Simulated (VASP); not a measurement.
# TiC (Fm-3m) in VASP: further runs

The runs below take TiC through single point, relaxation of cell and atoms, with PBEsol, LDA.

Everything below comes from runs of VASP 6.6.1. Logs are shortened: lines on timing, memory, paths and dates and some standing lists are left out, and cuts for length are marked.

## Step 1: Starting point

The structure is cubic, space group Fm-3m (No. 225). Conventional cell: a = 4.331 Å, b = 4.331 Å, c = 4.331 Å, α = 90.00°, β = 90.00°, γ = 90.00°. Ti (site symmetry m-3m) has 6 C at 2.17 Å as nearest neighbours. C (site symmetry m-3m) has 6 Ti at 2.17 Å as nearest neighbours.

The cell is a database's computed one.

## Step 2: Single point, PBEsol

File INCAR:

```
PREC = Accurate ; ENCUT = 520
EDIFF = 1E-6 ; ISMEAR = 0
SIGMA = 0.02 ; LREAL = False
LASPH = True ; NELM = 60
ALGO = Fast ; ISIF = 2
LWAVE = False ; LCHARG = False
GGA = PS ; NBANDS = 15
```

File KPOINTS:

```
regular mesh
0
Gamma
  11 11 11
```

File POSCAR:

```
TiC
1.0
    0.0000000000      2.1657188437      2.1657188437
    2.1657188437      0.0000000000      2.1657188437
    2.1657188437      2.1657188437      0.0000000000
Ti C
1 1
Direct
    0.0000000000      0.0000000000      0.0000000000
    0.5000000000      0.5000000000      0.5000000000
```

Potentials or basis: VASP PAW PBE potentials, release 64 (Ti_sv, C).

Command:

```console
> cat potpaw_PBE.64/Ti_sv/POTCAR potpaw_PBE.64/C/POTCAR > POTCAR
> mpirun -np 1 vasp_std > vasp.out
```

OUTCAR:

```text
PREC = Accurate
   ENCUT = 520
   EDIFF = 1E-6
   ISMEAR = 0
   LREAL = False
   LASPH = True
   NELM = 60
   ISIF = 2
   GGA = PS

 ion  position               nearest neighbor table
   1  0.000  0.000  0.000-   2 2.17   2 2.17   2 2.17   2 2.17   2 2.17   2 2.17
   2  0.500  0.500  0.500-   1 2.17   1 2.17   1 2.17   1 2.17   1 2.17   1 2.17

  LATTYP: Found a face centered cubic cell.
 ALAT       =     4.3314376874

  Lattice vectors:

 A1 = (   0.0000000000,   2.1657188437,   2.1657188437)
 A2 = (   2.1657188437,   0.0000000000,   2.1657188437)
 A3 = (   2.1657188437,   2.1657188437,   0.0000000000)

Analysis of symmetry for initial positions (statically):
=====================================================================
 Subroutine PRICEL returns:
 Original cell was already a primitive cell.

 Routine SETGRP: Setting up the symmetry group for a
 face centered cubic supercell.

 Subroutine GETGRP returns: Found 48 space group operations
 (whereof 48 operations were pure point group operations)
 out of a pool of 48 trial point group operations.

The static configuration has the point symmetry O_h .

Analysis of symmetry for dynamics (positions and initial velocities):
=====================================================================
 Subroutine PRICEL returns:
 Original cell was already a primitive cell.

 Routine SETGRP: Setting up the symmetry group for a
 face centered cubic supercell.

 Subroutine GETGRP returns: Found 48 space group operations
 (whereof 48 operations were pure point group operations)
 out of a pool of 48 trial point group operations.

The dynamic configuration has the point symmetry O_h .

 Subroutine INISYM returns: Found 48 space group operations
 (whereof 48 operations are pure point group operations),
 and found     1 'primitive' translations

----------------------------------------------------------------------------------------

                                     Primitive cell

  volume of cell :      20.3159

  direct lattice vectors                    reciprocal lattice vectors
     0.000000000  2.165718844  2.165718844    -0.230870227  0.230870227  0.230870227
     2.165718844  0.000000000  2.165718844     0.230870227 -0.230870227  0.230870227
     2.165718844  2.165718844  0.000000000     0.230870227  0.230870227 -0.230870227

  length of vectors
     3.062788961  3.062788961  3.062788961     0.399878962  0.399878962  0.399878962

  position of ions in fractional coordinates (direct lattice)
     0.000000000  0.000000000  0.000000000
     0.500000000  0.500000000  0.500000000

  ion indices of the primitive-cell ions
   primitive index   ion index
                 1           1
                 2           2

----------------------------------------------------------------------------------------

 KPOINTS: regular mesh

Automatic generation of k-mesh.
 Grid dimensions read from file:
 generate k-points for:   11   11   11

 Generating k-lattice:

  Cartesian coordinates                     Fractional coordinates (reciprocal lattice)
    -0.020988202  0.020988202  0.020988202     0.090909091  0.000000000  0.000000000
     0.020988202 -0.020988202  0.020988202     0.000000000  0.090909091  0.000000000
     0.020988202  0.020988202 -0.020988202     0.000000000  0.000000000  0.090909091

  Length of vectors
     0.036352633  0.036352633  0.036352633

  Shift w.r.t. Gamma in fractional coordinates (k-lattice)
     0.000000000  0.000000000  0.000000000

 Subroutine IBZKPT returns following result:
 ===========================================

 Found     56 irreducible k-points:

 Following reciprocal coordinates:
            Coordinates               Weight
  0.000000  0.000000  0.000000      1.000000
  0.090909  0.000000  0.000000      8.000000
  0.181818  0.000000  0.000000      8.000000
  0.272727  0.000000  0.000000      8.000000
  0.363636  0.000000  0.000000      8.000000
  0.454545  0.000000  0.000000      8.000000
[... 42 lines left out ...]
 -0.363636  0.363636  0.090909     48.000000
 -0.272727  0.363636  0.090909     24.000000
 [... further k-points ...]
   k-points           NKPTS =     56   k-points in BZ     NKDIM =     56   number of bands    NBANDS=     15
   number of dos      NEDOS =    301   number of ions     NIONS =      2
   total plane-waves  NPLWV =  13824
   dimension x,y,z NGX =    24 NGY =   24 NGZ =   24
   dimension x,y,z NGXF=    48 NGYF=   48 NGZF=   48
   ions per type =               1   1
   NGX,Y,Z   is equivalent  to a cutoff of  13.03, 13.03, 13.03 a.u.
   NGXF,Y,Z  is equivalent  to a cutoff of  26.05, 26.05, 26.05 a.u.
 SYSTEM =  unknown system
   PREC   = accura    normal or accurate (medium, high low for compatibility)
   ISTART =      0    job   : 0-new  1-cont  2-samecut
   ICHARG =      2    charge: 1-file 2-atom 10-const
   ISPIN  =      1    spin polarized calculation?
   LNONCOLLINEAR =      F non collinear calculations
   LSORBIT =      F    spin-orbit coupling
   LASPH  =      T    aspherical Exc in radial PAW
   ENCUT  =  520.0 eV  38.22 Ry    6.18 a.u.   5.69  5.69  5.69*2*pi/ulx,y,z
   NELM   =     60;   NELMIN=  2; NELMDL= -5     # of ELM steps
   EDIFF  = 0.1E-05   stopping-criterion for ELM
   LREAL  =      F    real-space projection
   EDIFFG = 0.1E-04   stopping-criterion for IOM
   NSW    =      0    number of steps for IOM
   IBRION =     -1    ionic relax: 0-MD 1-quasi-New 2-CG
   NFREE  =      0    steps in history (QN), initial steepest desc. (CG)
   ISIF   =      2    stress and relaxation
   ISYM   =      2    0-nonsym 1-usesym 2-fastsym
   POTIM  = 0.5000    time-step for ionic-motion
   TEBEG  =    0.0;   TEEND  =   0.0 temperature during run
   PSTRESS=    0.0 pullay stress
   NELECT =      16.0000    total number of electrons
   NUPDOWN=      -1.0000    fix difference up-down
   EMIN   =  10.00;   EMAX   =-10.00  energy-range for DOS
   EFERMI =   0.00;   METHOD = LEGACY
   ISMEAR =     0;   SIGMA  =   0.02  broadening in eV -4-tet -1-fermi 0-gaus
   EFERMI_NEDOS =   21; number of points for ismear=-14 and -15
   IALGO  =     68    algorithm
   IMIX   =      4    mixing-type and parameters
     AMIX     =   0.40;   BMIX     =  1.00
     AMIX_MAG =   1.60;   BMIX_MAG =  1.00
  volume/ion in A,a.u.               =      10.16        68.55
  Fermi-wavevector in a.u.,A,eV,Ry     =   1.511829  2.856943 31.097854  2.285628
  Thomas-Fermi vector in A             =   2.621834
   LORBIT       =      0    0 simple, 1 ext, 2 COOP (PROOUT), +10 PAW based schemes
   GGA     = PS    functional components
   LHFCALC =     F    Hartree Fock is set to
   AEXX    =    0.0000 exact exchange contribution
   IVDW    =     0    specifies the selected vdW correction
   LEPSILON=     F    determine dielectric tensor
   LRPA    =     F    only Hartree local field effects (RPA)
 non-spin polarized calculation
 RMM-DIIS sequential band-by-band and
 Gauss-broadening in eV      SIGMA  =   0.02
  energy-cutoff  :      520.00
  volume of cell :       20.32
 maximum number of plane-waves:       560
   NGX = 11   NGY = 11   NGZ = 11

 number of electron      16.0000000 magnetization

 Free energy of the ion-electron system (eV)
  ---------------------------------------------------
  ext. energy  EPLUGINS =         0.00000000
  ---------------------------------------------------
  free energy    TOTEN  =       -19.79147673 eV

  energy without entropy =      -19.79127258  energy(sigma->0) =      -19.79137466

 E-fermi :   9.4342     XC(G=0): -12.8604

 val. band max:        9.2408301748   @ k =   0.4545   0.4545   0.0000
 cond. band min:       9.4437950703   @ k =   0.3636   0.2727   0.0000
 fundamental gap:      0.2029648955
 Fermi energy:         9.4342474378

 k-point     1 :       0.0000    0.0000    0.0000
  band No.  band energies     occupation
      1     -47.0315      2.00000
      2     -23.1580      2.00000
      3     -23.1580      2.00000
      4     -23.1580      2.00000
      5      -3.0658      2.00000
      6       9.9633      0.00000
      7       9.9633      0.00000
      8       9.9633      0.00000
      9      11.0061      0.00000
     10      11.0061      0.00000
     11      11.0061      0.00000
     12      11.0253      0.00000
     13      11.0253      0.00000
     14      19.7777      0.00000
     15      23.2280      0.00000

 k-point     2 :       0.0909    0.0000    0.0000
  band No.  band energies     occupation
      1     -47.0256      2.00000
      2     -23.1997      2.00000
      3     -23.1619      2.00000
      4     -23.1619      2.00000
      5      -2.8783      2.00000
      6       9.1626      2.00000
      7       9.4559      0.12516
      8       9.4559      0.12515
      9      10.3048      0.00000
     10      10.3048      0.00000
     11      11.3853      0.00000
     12      12.5069      0.00000
     13      12.5069      0.00000
     14      20.0996      0.00000
     15      23.2986      0.00000

 k-point     3 :       0.1818    0.0000    0.0000
  band No.  band energies     occupation
      1     -47.0097      2.00000
      2     -23.3104      2.00000
      3     -23.1724      2.00000
      4     -23.1724      2.00000
      5      -2.3402      2.00000
      6       7.7272      2.00000
      7       8.3252      2.00000
      8       8.3252      2.00000
      9      10.6450      0.00000
     10      10.6450      0.00000
     11      11.8129      0.00000
     12      14.0633      0.00000
     13      14.0633      0.00000
     14      20.6158      0.00000
     15      23.3047      0.00000

 k-point     4 :       0.2727    0.0000    0.0000
  band No.  band energies     occupation
      1     -46.9889      2.00000
      2     -23.4525      2.00000
      3     -23.1861      2.00000
      4     -23.1861      2.00000
      5      -1.5221      2.00000
      6       6.1665      2.00000
      7       7.4045      2.00000
      8       7.4045      2.00000
      9      11.1992      0.00000
     10      11.1992      0.00000
     11      12.2468      0.00000
     12      15.5238      0.00000
     13      15.5238      0.00000
     14      20.0933      0.00000
     15      23.8776      0.00000
[... 595 lines left out ...]
 k-point    38 :       0.3636    0.1818    0.0909
  band No.  band energies     occupation
      1     -46.9782      2.00000
      2     -23.4560      2.00000
      3     -23.2571      2.00000
      4     -23.1967      2.00000
      5      -1.2335      2.00000
      6       5.7612      2.00000
      7       7.2114      2.00000
      8       7.5433      2.00000
      9      10.6055      0.00000
     10      11.9078      0.00000
     11      12.8777      0.00000
     12      14.0688      0.00000
     13      16.4062      0.00000
     14      21.0934      0.00000
     15      23.2910      0.00000

 k-point    39 :       0.4545    0.1818    0.0909
  band No.  band energies     occupation
      1     -46.9610      2.00000
      2     -23.5553      2.00000
      3     -23.2762      2.00000
      4     -23.2145      2.00000
      5      -0.4384      2.00000
      6       4.7981      2.00000
      7       6.6172      2.00000
      8       7.0172      2.00000
      9      11.1964      0.00000
     10      12.2212      0.00000
     11      13.0806      0.00000
     12      15.1374      0.00000
     13      16.9471      0.00000
     14      20.0608      0.00000
     15      23.7976      0.00000

 k-point    40 :      -0.4545    0.1818    0.0909
  band No.  band energies     occupation
      1     -46.9507      2.00000
      2     -23.6144      2.00000
      3     -23.2834      2.00000
      4     -23.2282      2.00000
      5       0.1753      2.00000
      6       4.0872      2.00000
      7       6.3735      2.00000
      8       6.6959      2.00000
      9      11.7961      0.00000
     10      12.2410      0.00000
     11      13.1812      0.00000
     12      16.0627      0.00000
     13      16.8424      0.00000
     14      19.3521      0.00000
     15      23.6971      0.00000

 [... further k-points ...]
[... 5 lines left out ...]
  --------------------------------------------------------------------------------------
  -------------------------------------------------------------------------------------
  Total       -0.8165818     -0.8165818     -0.8165818     -0.0000000      0.0000000     -0.0000000
  in kB      -64.3982509    -64.3982509    -64.3982509     -0.0000000      0.0000000     -0.0000000
  external PRESSURE =     -64.3982509 kB  Pullay stress =       0.0000000 kB

 VOLUME and BASIS-vectors are now :
 -----------------------------------------------------------------------------
  energy-cutoff  :      520.00
  volume of cell :       20.32
      direct lattice vectors                 reciprocal lattice vectors
     0.000000000  2.165718844  2.165718844    -0.230870227  0.230870227  0.230870227
     2.165718844  0.000000000  2.165718844     0.230870227 -0.230870227  0.230870227
     2.165718844  2.165718844  0.000000000     0.230870227  0.230870227 -0.230870227

 POSITION                                       TOTAL-FORCE (eV/Angst)
 -----------------------------------------------------------------------------------
      0.00000      0.00000      0.00000         0.000000      0.000000      0.000000
      2.16572      2.16572      2.16572        -0.000000     -0.000000     -0.000000
 -----------------------------------------------------------------------------------
    total drift:                                0.000000     -0.000000     -0.000000

  FREE ENERGIE OF THE ION-ELECTRON SYSTEM (eV)
  ---------------------------------------------------
  free  energy   TOTEN  =       -19.7914767348 eV

  energy  without entropy=      -19.7912725837  energy(sigma->0) =      -19.79137466
```

Wall time 28 s (1 thread of Intel Xeon Platinum 8559C (Emerald Rapids), shared host); peak memory 0.14 GiB.

Results:

```yaml
Free_energy: -19.7915 eV
Pressure: -6.4 GPa
Band_gap_on_the_k_mesh: none (metal or under the smearing width)
```

Levels at points of the mesh, in eV from the Fermi level:
| k point | band 5 | band 6 | band 7 | band 8 | band 9 | band 10 | band 11 | band 12 |
| --- | --- | --- | --- | --- | --- | --- | --- | --- |
| (0.00, 0.00, 0.00) | -12.50 | 0.53 | 0.53 | 0.53 | 1.57 | 1.57 | 1.57 | 1.59 |

Caveat: the PAW data sets were made with another functional, which shifts forces and pressure a little.

## Step 3: Single point, PBEsol

File run.py:

```python
from ase.calculators.vasp import Vasp
from ase.dft.bandgap import bandgap
from ase.io import read

atoms = read('POSCAR')
calc = Vasp(
    directory='calc',
    xc='pbesol',
    pp='PBE',
    setups='recommended',
    prec='Accurate',
    encut=520,
    ediff=1e-06,
    ismear=0,
    sigma=0.02,
    lreal=False,
    lasph=True,
    nelm=60,
    algo='Fast',
    isif=2,
    lwave=False,
    lcharg=False,
    kpts=[11, 11, 11],
    gamma=True,
    nbands=15,
)
atoms.calc = calc

print('energy (eV):', atoms.get_potential_energy())
print('free energy (eV):', atoms.get_potential_energy(force_consistent=True))
print('forces (eV/A):')
print(atoms.get_forces())
print('stress (eV/A^3, Voigt):', atoms.get_stress())
print('Fermi level (eV):', calc.get_fermi_level())
gap, top, bottom = bandgap(calc)
print('band gap (eV):', gap, 'from (spin, k, band)', top, 'to', bottom)
```

POSCAR is that of step 2.

Potentials or basis: VASP PAW PBE potentials, release 64 (Ti_sv, C).

Command:

```console
> python run.py
```

Wall time 26 s (1 thread of Intel Xeon Platinum 8559C (Emerald Rapids), shared host); peak memory 0.14 GiB.

Results (log left out):

```yaml
Free_energy: -19.7915 eV
Pressure: -6.4 GPa
Band_gap_on_the_k_mesh: none (metal or under the smearing width)
```

Levels at points of the mesh, in eV from the Fermi level:
```
           k point  band 5  band 6  band 7  band 8  band 9  band 10  band 11  band 12
(0.00, 0.00, 0.00)  -12.50    0.53    0.53    0.53    1.57     1.57     1.57     1.59
```

Caveat: the PAW data sets were made with another functional, which shifts forces and pressure a little.

[end of part 1 of 2]
